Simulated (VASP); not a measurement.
**SnSe2: Br into a neighbouring Se vacancy**

Wanted: the minimum-energy path in SnSe2 for this move: Br into a neighbouring Se vacancy. The start is a cell from a database of measured crystal structures.

Program: VASP 6.6.1. Level of theory: PBE; plane waves and PAW (Sn, Se), in the first sound run; inputs show where later runs differ. Results are calculated unless marked as measured.

This is a report of a sequence of runs, with most program output left out.

## (1) The host crystal

It takes space group P-3m1 (No. 164, trigonal). Conventional cell: a = 3.811 Å, b = 3.811 Å, c = 6.136 Å, α = 90.00°, β = 90.00°, γ = 120.00°. Nearest to Sn lie 6 Se at 2.68 Å. Se has 3 Sn at 2.68 Å nearest. Farther neighbours and most contacts between anions are not listed.

## (2) Relax the host

The later steps need the crystal at this functional's own lattice; a raised cutoff keeps the stress reliable while the cell changes.

Contents of INCAR:

```
SYSTEM = SnSe2
PREC = Accurate
ENCUT = 350
EDIFF = 1E-06
NELM = 120
ISMEAR = 0
SIGMA = 0.1
LREAL = .FALSE.
ALGO = Normal
GGA = PE
NBANDS = 14
LORBIT = 11
LWAVE = .FALSE.
LCHARG = .FALSE.
KPAR = 3
LASPH = .TRUE.
IBRION = 2
NSW = 40
ISIF = 3
EDIFFG = -0.02
POTIM = 0.4
```

Contents of POSCAR:

```
SnSe2
1.0
    3.8110000000      0.0000000000      0.0000000000
   -1.9055000000      3.3004228138      0.0000000000
    0.0000000000      0.0000000000      6.1360000000
Sn Se
1 2
Direct
    0.0000000000      0.0000000000      0.0000000000
    0.6666666667      0.3333333333      0.7510000000
    0.3333333333      0.6666666667      0.2490000000
```

Contents of KPOINTS:

```
Automatic mesh
0
Gamma
6 6 3
0 0 0
```

Potentials, in the order of the species: Sn and Se (PBE family, release 64).

Run with:

```bash
mpirun -np 3 vasp_std
```

Elapsed: 53 s, on 3 MPI ranks of AMD EPYC 7R43, shared host; peak memory 0.42 GiB.

The gap is read on the k-mesh alone, so it is an upper bound where the band edges lie off the mesh. After so large a change of volume the plane waves of the start cell no longer fit, so the final stress carries a basis-set error. The data set Sn keeps the semicore shell frozen, which is cheaper and a little less accurate. The run keeps the 12 symmetry operations of its start, so it cannot find a distortion of lower symmetry.

The steps of the relaxation:

```csv
step,energy less that of the first step (eV),largest force (eV/Å),pressure (GPa),volume (Å³)
1,0.0000,0.7617,5.56,77.18
2,-0.0800,0.4335,-2.04,85.43
3,-0.1032,0.0845,0.05,82.58
4,-0.1047,0.0933,0.06,82.69
5,-0.1081,0.1191,0.10,83.04
6,-0.1102,0.1731,0.21,83.71
7,-0.1112,0.1651,0.21,83.90
8,-0.1139,0.1430,0.21,84.45
9,-0.1183,0.0971,0.22,85.57
10,-0.1234,0.0008,0.33,87.82
11,-0.1201,0.2218,0.75,92.34
12,-0.1237,0.1052,0.54,89.65
13,-0.1244,0.0549,-0.42,92.23
14,-0.1253,0.0159,-0.01,91.08
```

```csv
cell as run,before,after,change
a (Å),3.811,3.875,+1.7 %
b (Å),3.811,3.875,+1.7 %
c (Å),6.136,7.004,+14.1 %
volume (Å³/atom),25.73,30.36,+18.0 %
```

The atoms that moved most (Å, as changes of fractional coordinates times the final cell):

```csv
atom,dx,dy,dz,length
Se2,0.000,0.000,0.154,0.154
Se3,0.000,0.000,-0.154,0.154
```

The relaxed structure:

```cif
data_structure
_symmetry_space_group_name_H-M 'P 1'
_symmetry_Int_Tables_number 1
_cell_length_a 3.8752
_cell_length_b 3.8752
_cell_length_c 7.0038
_cell_angle_alpha 90.000
_cell_angle_beta 90.000
_cell_angle_gamma 120.000
_cell_volume 91.08
loop_
_atom_site_label
_atom_site_type_symbol
_atom_site_fract_x
_atom_site_fract_y
_atom_site_fract_z
_atom_site_occupancy
Sn1 Sn 0.00000 0.00000 0.00000 1
Se2 Se 0.66667 0.33333 0.77305 1
Se3 Se 0.33333 0.66667 0.22695 1
```

A gap read on the k-mesh alone can miss the band edges.

This step gave:

```yaml
electronic_cycles: 110
electrons: 16
free_energy_toten: -11.89 eV
fermi_energy: 2.073 eV
labelled_metallic_from_the_levels_on_this_mesh: no
gap_on_the_k_mesh: 0.7405 eV
least_direct_gap_on_the_k_mesh: 1.088 eV
```

The run ended after 14 ionic steps, 0.125 eV below its first step, once forces and stress met EDIFFG = -0.02.

An edge changed by 14 % against the database cell. Without a dispersion term, weakly bound directions of a crystal swell by this much or more.

## (3) Relax the host again, on a new basis

The volume changed by more than 5 %, so the plane waves of the start no longer fit; a second relaxation removes that error.

Edit INCAR of step 2 so:

```diff
@@ -17,3 +17,3 @@
 IBRION = 2
-NSW = 40
+NSW = 30
 ISIF = 3
```

Contents of POSCAR:

```
SnSe2
1.0
    3.8751564424      0.0000000000      0.0000000000
   -1.9375782212      3.3559839228      0.0000000000
    0.0000000000      0.0000000000      7.0037660606
Sn Se
1 2
Direct
    0.0000000000      0.0000000000      0.0000000000
    0.6666666667      0.3333333333      0.7730520092
    0.3333333333      0.6666666667      0.2269479908
```

KPOINTS is that of step 2.

Run with:

```bash
mpirun -np 3 vasp_std
```

Run time: 6.6 s. Hardware: 3 MPI ranks; peak memory 0.4 GiB; 18 s of CPU time.

Little changed from the start: no atom moved by 0.005 Å and no cell edge by 0.1 %.

This step gave:

```yaml
electronic_cycles: 13
```

The start already met the threshold, so nothing moved.

## (4) Relax the start

This step: PBE, spin-polarised, with small moments to start from; plane waves and PAW (Sn, Se, Br) (VASP 6.6.1).

System of this step: Sn8Se14Br. The cell holds 23 atoms: 8 Sn, 14 Se and 1 Br. Cell: a = 7.750 Å, b = 7.750 Å, c = 14.008 Å, α = 90.0°, β = 90.0°, γ = 120.0°. It derives from SnSe2. Nearest the centre at fractional (0.333, 0.417, 0.387): Br23 at 1.95 Å, Sn8 at 1.96 Å, Se11 at 3.33 Å, Se13 at 3.33 Å, Sn2 at 3.36 Å, Sn4 at 3.36 Å, Se16 at 3.36 Å, Se15 at 3.99 Å.

A path needs two true minima; the start is relaxed with symmetry off.

Contents of INCAR:

```
SYSTEM = Sn8Se14Br
PREC = Normal
ENCUT = 280
EDIFF = 1E-05
NELM = 120
ISMEAR = 0
SIGMA = 0.05
LREAL = Auto
ALGO = Fast
GGA = PE
NBANDS = 98
ISPIN = 2
MAGMOM = 0 0 0 0 0 0 0 0.6 0 0 0.6 0 0 0 0 0 0 0 0 0 0 0 0.6
LORBIT = 11
LWAVE = .FALSE.
LCHARG = .FALSE.
NCORE = 3
LASPH = .TRUE.
IBRION = 2
NSW = 60
ISIF = 2
EDIFFG = -0.05
POTIM = 0.4
MAXMIX = 40
ISYM = 0
```

Contents of POSCAR:

```
Sn8Se14Br
1.0
    7.7503128848      0.0000000000      0.0000000000
   -3.8751564424      6.7119678456      0.0000000000
    0.0000000000      0.0000000000     14.0075321212
Sn Se Br
8 14 1
Direct
    0.0021159033      0.0024482184      0.0004717991
   -0.0020139826      0.0026977360      0.5006373351
   -0.0005198359      0.5017315879      0.0005205377
    0.0008013666      0.5000846912      0.5007805986
    0.4978568344     -0.0004854313     -0.0006883715
    0.5016045282      0.0001183620      0.4995824293
    0.4975990686      0.4992336309      0.0000116254
    0.5012167901      0.5038559893      0.5014374043
    0.3235226720      0.1610378755      0.8862764644
    0.3325621553      0.6673032698      0.8868362976
    0.8371417300      0.1633531204      0.3859868589
    0.8395682965      0.1685936812      0.8874727286
    0.8295514912      0.6617558112      0.3867651113
    0.8317860463      0.6630094618      0.8855504913
    0.1650731922      0.3305182078      0.1133336852
    0.1669660836      0.3334393716      0.6127511105
    0.1695265861      0.8359887899      0.1139321037
    0.1656452612      0.8355134757      0.6127580377
    0.6673385463      0.3301396726      0.1147796747
    0.6647544111      0.3296123713      0.6130258087
    0.6672127051      0.8341461839      0.1120716240
    0.6641064014      0.8339280457      0.6128075688
    0.3350726552      0.6689298465      0.3841718606
```

Contents of KPOINTS:

```
Automatic mesh
0
Gamma
2 2 1
0 0 0
```

Potentials, in the order of the species: Sn, Se and Br (PBE family, release 64).

Run with:

```bash
mpirun -np 3 vasp_std
```

Wall time 12 min (3 MPI ranks); peak memory 0.55 GiB.

The steps of the relaxation (22 of 24):

```csv
step,energy less that of the first step (eV),largest force (eV/Å)
1,0.0000,1.3751
2,-0.2471,0.7538
3,-0.3385,1.2054
4,-0.4563,0.7848
5,-0.5412,0.2831
6,-0.5449,0.2868
8,-0.5831,0.2210
9,-0.5941,0.0935
10,-0.5947,0.0875
11,-0.5982,0.0880
12,-0.5989,0.1032
13,-0.6021,0.0955
14,-0.6041,0.0824
15,-0.6060,0.0848
16,-0.6087,0.0769
17,-0.6111,0.1297
19,-0.6162,0.1056
20,-0.6175,0.1152
21,-0.6179,0.1102
22,-0.6204,0.0858
23,-0.6230,0.0691
24,-0.6246,0.0438
```

The atoms that moved most (Å):

```csv
atom,dx,dy,dz,length
Se20,0.257,0.169,0.226,0.382
Sn8,0.171,-0.118,0.120,0.240
Sn6,0.005,0.179,0.146,0.231
Sn2,-0.131,-0.107,0.026,0.171
Br23,-0.072,-0.051,-0.140,0.166
Se11,-0.066,0.101,-0.077,0.143
Se18,-0.017,-0.101,-0.058,0.118
Se16,-0.101,0.015,-0.056,0.116
```

Final coordinates:

```xyz
23
Lattice="7.7503 0.0000 0.0000 -3.8752 6.7120 0.0000 0.0000 0.0000 14.0075" Properties=species:S:1:pos:R:3 pbc="T T T"
Sn   -0.0016    0.0003   -0.0062
Sn   -0.1575   -0.0886    7.0390
Sn   -1.9409    3.3518   -0.0095
Sn   -1.9682    3.3420    6.9444
Sn    3.8708   -0.0043    0.0016
Sn    3.8919    0.1796    7.1435
Sn    1.9372    3.3559   -0.0022
Sn    2.1031    3.2638    7.1436
Se    1.9417    1.1195   12.4134
Se   -0.0057    4.4682   12.4138
Se    5.7895    1.1973    5.3299
Se    5.8056    1.1141   12.4132
Se    3.9248    4.4191    5.3324
Se    3.8776    4.4765   12.4111
Se   -0.0047    2.2318    1.5829
Se   -0.0990    2.2529    8.5270
Se   -1.9441    5.5867    1.5844
Se   -1.9714    5.5069    8.5253
Se    3.8746    2.2392    1.5882
Se    4.1322    2.3817    8.8126
Se    1.9366    5.5916    1.5889
Se    1.8501    5.5331    8.6119
Br   -0.0672    4.4391    5.2408
```

Numbers from this step:

```
electronic cycles                                 : 166
electrons                                         : 123
free energy (TOTEN)                               : -88.5306 eV
Fermi energy                                      : 2.125 eV
moment of the cell, from the last line of the log : 0 μB
labelled metallic, from the levels on this mesh   : yes
```

The spin moment in the PAW sphere vanishes on all atoms.

The run ended after 24 ionic steps, 0.625 eV below its first step, once the forces on the free atoms met EDIFFG = -0.05.

## (5) Relax the end

The end state is relaxed in the same way, so that both ends share their errors.

INCAR is that of step 4.

Contents of POSCAR:

```
Sn8Se14Br
1.0
    7.7503128848      0.0000000000      0.0000000000
   -3.8751564424      6.7119678456      0.0000000000
    0.0000000000      0.0000000000     14.0075321212
Sn Se Br
8 14 1
Direct
    0.0024810311      0.0036491443     -0.0004248098
   -0.0009715902      0.0022415001      0.5003618718
    0.0017975344      0.4989713428     -0.0021157450
   -0.0009481160      0.4986715426      0.5011070099
    0.4980699143     -0.0048595264     -0.0017064577
    0.5032934194      0.0020255312      0.4990858584
    0.5006611429      0.5013276987      0.0006687892
    0.5026433107      0.5007642636      0.4998646038
    0.3342382913      0.1698125184      0.8833122275
    0.3330246937      0.6667649987      0.8844908867
    0.8332218446      0.1647260107      0.3877574061
    0.8340061933      0.1686605773      0.8882662735
    0.8330167829      0.6640572347      0.3843638555
    0.8376922014      0.6663350435      0.8855428693
    0.1667537489      0.3327629751      0.1146906869
    0.1667747049      0.3333743038      0.6124537161
    0.1663380731      0.8302526668      0.1144247545
    0.1683276566      0.8287901469      0.6099527053
    0.6720545995      0.3409254372      0.1120448716
    0.6643166857      0.3350883148      0.6122736104
    0.6648421953      0.8322960296      0.1142335897
    0.6660347783      0.8341613553      0.6132219406
    0.3306771235      0.1657136637      0.3851690209
```

KPOINTS is that of step 4.

Run with:

```bash
mpirun -np 3 vasp_std
```

The job ended after 16 min (3 MPI ranks; peak memory 0.54 GiB).

Relaxation path (22 of 26):

```csv
step,energy less that of the first step (eV),largest force (eV/Å)
1,0.0000,1.3767
2,-0.2666,0.7844
3,-0.3667,1.1234
5,-0.5671,0.3019
6,-0.5708,0.2870
7,-0.5978,0.1942
8,-0.6052,0.2519
9,-0.6150,0.0788
11,-0.6186,0.0837
12,-0.6197,0.0901
13,-0.6192,0.1464
14,-0.6199,0.1028
15,-0.6222,0.0979
16,-0.6263,0.1011
18,-0.6271,0.1076
19,-0.6306,0.1152
20,-0.6329,0.1290
21,-0.6315,0.1971
22,-0.6333,0.1330
24,-0.6410,0.1026
25,-0.6439,0.0629
26,-0.6454,0.0300
```

The atoms that moved most (Å):

```csv
atom,dx,dy,dz,length
Se22,0.267,0.139,0.213,0.368
Sn6,0.152,-0.105,0.127,0.225
Sn8,0.000,0.177,0.122,0.215
Sn4,-0.155,-0.082,0.020,0.177
Br23,-0.039,-0.030,-0.162,0.169
Se11,0.058,-0.027,-0.112,0.129
Se18,-0.115,0.044,-0.021,0.125
Se13,-0.013,0.096,-0.062,0.115
```

The relaxed structure:

```cif
data_structure
_symmetry_space_group_name_H-M 'P 1'
_symmetry_Int_Tables_number 1
_cell_length_a 7.7503
_cell_length_b 7.7503
_cell_length_c 14.0075
_cell_angle_alpha 90.000
_cell_angle_beta 90.000
_cell_angle_gamma 120.000
_cell_volume 728.67
loop_
_atom_site_label
_atom_site_type_symbol
_atom_site_fract_x
_atom_site_fract_y
_atom_site_fract_z
_atom_site_occupancy
Sn1 Sn 0.00009 0.00030 0.99937 1
Sn2 Sn 0.99605 0.99811 0.49565 1
Sn3 Sn 0.00020 0.50023 0.99948 1
Sn4 Sn 0.97292 0.48650 0.50251 1
Sn5 Sn 0.50073 0.00022 0.99927 1
Sn6 Sn 0.51510 0.98631 0.50815 1
Sn7 Sn 0.50003 0.49998 0.99929 1
Sn8 Sn 0.51591 0.52719 0.50856 1
Se9 Se 0.33266 0.16594 0.88577 1
Se10 Se 0.33383 0.66728 0.88567 1
Se11 Se 0.83869 0.16071 0.37978 1
Se12 Se 0.83472 0.16715 0.88577 1
Se13 Se 0.83853 0.67840 0.37996 1
Se14 Se 0.83352 0.66711 0.88582 1
Se15 Se 0.16696 0.33380 0.11286 1
Se16 Se 0.15735 0.32211 0.60829 1
Se17 Se 0.16669 0.83378 0.11289 1
Se18 Se 0.15679 0.83540 0.60845 1
Se19 Se 0.66595 0.33260 0.11300 1
Se20 Se 0.64999 0.32375 0.61366 1
Se21 Se 0.66741 0.83350 0.11279 1
Se22 Se 0.71078 0.85484 0.62842 1
Br23 Br 0.32347 0.16131 0.37361 1
```

This step gave:

- electronic cycles: 179
- free energy (TOTEN): -88.5308 eV
- Fermi energy: 2.134 eV

The run ended after 26 ionic steps, 0.645 eV below its first step, once the forces on the free atoms met EDIFFG = -0.05.

(Continued in part 2 of 2.)

[Lines on the potential files, build, host, timing and source positions are cut from VASP's logs without a mark.]

[Logs are printed without paths, hosts, clocks, repeated set-up lines and the standing remarks that a program may print on its own settings, such as how far it seeks lower states.]

[Hosts, paths, dates, database ids (printed as entryN), source tags and the programs' standing remarks are cut or masked in the printed files.]

[Runs that stopped without an error message from VASP are left out.]
